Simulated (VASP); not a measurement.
Input of a VASP 6.6.1 run:

Contents of INCAR:

```
PREC = Accurate
ENCUT = 520
EDIFF = 1E-6
ISMEAR = 0
SIGMA = 0.02
LREAL = F
LASPH = T
NELM = 100
ALGO = Normal
ISIF = 2
LWAVE = F
LCHARG = F
LMAXMIX = 4
METAGGA = R2SCAN
LMIXTAU = T
NBANDS = 28
KPAR = 2
```

KPOINTS

```
regular mesh
0
Gamma
  8 8 8
```

The input POSCAR:

```
BaTiO3
1.0
    3.9855000000      0.0000000000      0.0000000000
    0.0000000000      2.8369000000      2.8451500000
    0.0000000000     -2.8369000000      2.8451500000
Ba Ti O
1 1 3
Direct
    0.0000000000      0.0000000000      0.0000000000
    0.5000000000      0.5124000000      0.5124000000
    0.5000000000      0.9918400000      0.5052400000
    0.5000000000      0.5052400000      0.9918400000
    0.0000000000      0.4874000000      0.4874000000
```

Contents of KPOINTS_OPT:

```
path GXSRAZGYX1A1TY,ZT
20
line-mode
reciprocal
 0.0000000000  0.0000000000  0.0000000000  G
 0.0000000000  0.4985522663 -0.4985522663  X

 0.0000000000  0.4985522663 -0.4985522663  X
 0.0000000000  0.0000000000 -0.5000000000  S

 0.0000000000  0.0000000000 -0.5000000000  S
-0.5000000000  0.0000000000 -0.5000000000  R

-0.5000000000  0.0000000000 -0.5000000000  R
-0.5000000000  0.4985522663 -0.4985522663  A

-0.5000000000  0.4985522663 -0.4985522663  A
-0.5000000000  0.0000000000  0.0000000000  Z

-0.5000000000  0.0000000000  0.0000000000  Z
 0.0000000000  0.0000000000  0.0000000000  G

 0.0000000000  0.0000000000  0.0000000000  G
 0.0000000000 -0.5000000000 -0.5000000000  Y

 0.0000000000 -0.5000000000 -0.5000000000  Y
 0.0000000000 -0.4985522663 -0.5014477337  X1

 0.0000000000 -0.4985522663 -0.5014477337  X1
-0.5000000000 -0.4985522663 -0.5014477337  A1

-0.5000000000 -0.4985522663 -0.5014477337  A1
-0.5000000000 -0.5000000000 -0.5000000000  T

-0.5000000000 -0.5000000000 -0.5000000000  T
 0.0000000000 -0.5000000000 -0.5000000000  Y

-0.5000000000  0.0000000000  0.0000000000  Z
-0.5000000000 -0.5000000000 -0.5000000000  T
```

Potentials or basis: VASP PAW PBE potentials, release 64 (Ba_sv, Ti_sv, O).

Launch:

```console
$ cat potpaw_PBE.64/Ba_sv/POTCAR potpaw_PBE.64/Ti_sv/POTCAR potpaw_PBE.64/O/POTCAR > POTCAR
$ mpirun -np 2 vasp_std > vasp.out
```

Task: What does it give for the largest force?

Result: 0.272 eV/Å.

Task: Predict the pressure.

Result: 1.1 GPa.

Stress tensor (GPa, compression positive):
```
1.23 0.00 0.00
0.00 1.34 0.00
0.00 0.00 0.68
```

Caveat: the PAW data sets were made with another functional, which shifts forces and pressure a little.
